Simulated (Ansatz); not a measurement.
# Cu2O (Pn-3m): phonons and dielectric response

Task: compute the phonons of Cu2O (Pn-3m) and test its dynamical stability, with its dielectric response.

The COD entry's cell or inner coordinates are ideal or old and differ from later refinements, so a difference from it is no clean test against experiment.

Computed with Ansatz 0.2.0 (DFT PBEsol, scalar-relativistic, plane waves, PAW, unless a step's input says otherwise).

2 further runs of the same task are left out: 2 set aside as unsound or not needed.

### Step 1. Starting point

Symmetry: Pn-3m, No. 224, cubic system. Conventional cell: a = 4.222 Å, b = 4.222 Å, c = 4.222 Å, α = 90.00°, β = 90.00°, γ = 90.00°. Around Cu (site symmetry -3m) lie 2 O at 1.83 Å. O (site symmetry -43m) has 4 Cu at 1.83 Å in its first shell of neighbours.

As a file:

```cif
data_structure
_symmetry_space_group_name_H-M 'Pn-3m:1'
_symmetry_Int_Tables_number 224
_cell_length_a 4.2222
_cell_length_b 4.2222
_cell_length_c 4.2222
_cell_angle_alpha 90.000
_cell_angle_beta 90.000
_cell_angle_gamma 90.000
_cell_volume 75.27
loop_
_atom_site_label
_atom_site_type_symbol
_atom_site_symmetry_multiplicity
_atom_site_Wyckoff_symbol
_atom_site_fract_x
_atom_site_fract_y
_atom_site_fract_z
_atom_site_occupancy
Cu1 Cu 4 b 0.25000 0.25000 0.25000 1
O1 O 2 a 0.00000 0.00000 0.00000 1
```

An earlier run at PBEsol left this cell at 12.545 Å³/atom and 0.01 GPa (8×8×8 mesh).

### Step 2. Zone-centre modes and dielectric tensors

Contents of input.yaml:

```yaml
crystal:
  lattice:
    - [4.2222358764, 0.0, 0.0]
    - [0.0, 4.2222358764, 0.0]
    - [0.0, 0.0, 4.2222358764]
  atoms:
    - { symbol: Cu, position: [0.25, 0.25, 0.25] }
    - { symbol: Cu, position: [0.25, 0.75, 0.75] }
    - { symbol: Cu, position: [0.75, 0.75, 0.25] }
    - { symbol: Cu, position: [0.75, 0.25, 0.75] }
    - { symbol: O, position: [0.0, 0.0, 0.0] }
    - { symbol: O, position: [0.5, 0.5, 0.5] }
basis:
  ecutwfc: 420
  ecutrho_ratio: 4
kpoints:
  mp_grid: { grid: [8, 8, 8] }
hamiltonian:
  xc: pbesol
scf:
  occupations: { method: fixed }
output: {}
phonons:
  method: dfpt
  dielectric: true
  rigid_motions: translations
```

Started as:

```sh
> ansatz run input.yaml --threads 4 --pin off --max-ram 7168MiB --backend cpu --events-out ev --progress --plain --runs-dir out
```

### Step 3. Optical spectrum of independent particles

input.yaml: that of step 2 with these lines changed.

```diff
@@ -20,7 +20,9 @@
 scf:
-  occupations: { method: fixed }
-output: {}
-phonons:
-  method: dfpt
-  dielectric: true
-  rigid_motions: translations
+  occupations: { method: gaussian, width: 0.05 }
+  n_extra_bands: 44
+output:
+  forces: true
+  stress: true
+  eigenvalues: true
+  optics: { de: 0.05 }
+  efg: {}
```

### Step 4. Phonons from displacements in a 2×2×2 supercell

input.yaml: that of step 3 with these lines changed.

```diff
@@ -16,3 +16,3 @@
 kpoints:
-  mp_grid: { grid: [8, 8, 8] }
+  mp_grid: { grid: [6, 6, 6] }
 hamiltonian:
@@ -21,8 +21,11 @@
   occupations: { method: gaussian, width: 0.05 }
-  n_extra_bands: 44
-output:
-  forces: true
-  stress: true
-  eigenvalues: true
-  optics: { de: 0.05 }
-  efg: {}
+output: {}
+phonons:
+  method: fd
+  supercell: [2, 2, 2]
+  qpath:
+    path:
+      - [[0.0, 0.0, 0.0], [0.0, 0.5, 0.0], [0.5, 0.5, 0.0], [0.0, 0.0, 0.0], [0.5, 0.5, 0.5], [0.0, 0.5, 0.0]]
+      - [[0.5, 0.5, 0.5], [0.5, 0.5, 0.0]]
+    npoints: 6
+  temperatures: { t_min: 0, t_max: 1000, t_step: 100 }
```

Before running it: what results should come out? Wanted: ε∞; ε0; Born charges; optical modes at Γ, without LO–TO splitting; strongest peak of ε2; ε∞, independent particles; highest frequency; imaginary modes; zero-point energy.

**Answer**, as computed:

| quantity | value |
| --- | --- |
| ε∞ (mean of the diagonal) | 9.75 |
| ε0 | 10.67 |
| Born charges (mean of the diagonal) | Cu +0.83; O -1.66 e |
| optical modes at Γ, without LO–TO splitting | 68, 84, 146, 359, 532, 652 cm⁻¹ |
| strongest peak of ε2 | 15.9 at 3.00 eV |
| ε∞, independent particles | 10.17 |
| highest frequency | 672 cm⁻¹ at Γ |
| imaginary modes | none beyond 15 cm⁻¹ |
| zero-point energy | 50.3 meV/atom |

**Reading.** The lattice adds 0.9 to the electrons' 9.7 in the static dielectric constant. The long-range field lifts the highest mode from 652 to 672 cm⁻¹ (LO–TO splitting). On this grid of 0.25 eV, ε2 first passes 0.5 at 1.25 eV and peaks at 3.00 eV. The onset follows the calculated direct gap (0.56 eV on the mesh), and excitons are left out. No branch is imaginary beyond noise, so the structure is dynamically stable along this path. Points that don't fit the supercell are interpolated.

These are semilocal Kohn-Sham gaps, which aren't the measured quantity. Such gaps usually fall short of the measured ones. A log calls its force constants unconverged on the k mesh, so modes and the static dielectric constant formed from them are rough.
